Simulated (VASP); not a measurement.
A run of VASP 6.6.1 is set up as follows.

The input INCAR:

```
PREC = Accurate
ENCUT = 600
EDIFF = 1E-6
ISMEAR = 0
SIGMA = 0.03
LREAL = F
LASPH = T
NELM = 80
ALGO = Normal
ISIF = 3
LWAVE = F
LCHARG = F
METAGGA = R2SCAN
LMIXTAU = T
IBRION = 2
NSW = 90
EDIFFG = -0.01
```

File KPOINTS:

```
Automatic mesh
0
Gamma
  10 10 10
```

Contents of POSCAR:

```
SiC
1.0
    0.0000000000      2.1790000000      2.1790000000
    2.1790000000      0.0000000000      2.1790000000
    2.1790000000      2.1790000000      0.0000000000
Si C
1 1
Direct
    0.0000000000      0.0000000000      0.0000000000
    0.2500000000      0.2500000000      0.2500000000
```

Potentials or basis: VASP PAW PBE potentials, release 64 (Si, C).

Command:

```sh
$ cat potpaw_PBE.64/Si/POTCAR potpaw_PBE.64/C/POTCAR > POTCAR
$ mpirun -np 1 vasp_std > vasp.out
```

Question: What does it give for the band gap on the k mesh?

Answer: 1.72 eV, indirect (least direct gap 5.06 eV).

Question: What does it give for the relaxed cell?

Answer: a = 3.079 Å, b = 3.079 Å, c = 3.079 Å, α = 60.00°, β = 60.00°, γ = 60.00°.

Step by step:
| step | energy change (eV) | largest force (eV/Å) | pressure (GPa) | volume (Å³) |
| --- | --- | --- | --- | --- |
| 1 | 0.0000 | 0.0000 | -0.61 | 20.69 |
| 2 | 0.0000 | 0.0000 | 0.68 | 20.57 |
| 3 | -0.0001 | 0.0000 | -0.01 | 20.64 |

Caveat: the PAW data sets were made with another functional, which shifts forces and pressure a little. r2SCAN opens gaps a little over a GGA but as a rule still falls short of measured ones.
